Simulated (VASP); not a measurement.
Input of a VASP 6.6.1 run:

Contents of INCAR:

```
PREC = Accurate
ENCUT = 520
EDIFF = 1E-6
ISMEAR = -1
SIGMA = 0.02
LREAL = F
LASPH = T
NELM = 100
ALGO = Normal
ISIF = 2
LWAVE = F
LCHARG = F
GGA = PE
NBANDS = 14
```

KPOINTS

```
Automatic mesh
0
Gamma
  8 8 8
```

The input POSCAR:

```
NaI
1.0
   -0.1298347674      3.2080814541      3.2080814541
    3.2080814541     -0.1298347674      3.2080814541
    3.2080814541      3.2080814541     -0.1298347674
Na I
1 1
Direct
    0.0000000000      0.0000000000      0.0000000000
    0.5000000000      0.5000000000      0.5000000000
```

Potentials or basis: VASP PAW PBE potentials, release 64 (Na_pv, I).

Launch:

```console
$ cat potpaw_PBE.64/Na_pv/POTCAR potpaw_PBE.64/I/POTCAR > POTCAR
$ mpirun -np 1 vasp_std > vasp.out
```

(1) Estimate the pressure.

(2) What does it give for the band gap on the k mesh?

Results:

(1) -0.1 GPa.

(2) 3.38 eV, direct.

Caveat: spin-orbit coupling is left out, which moves the levels of the heavy elements.
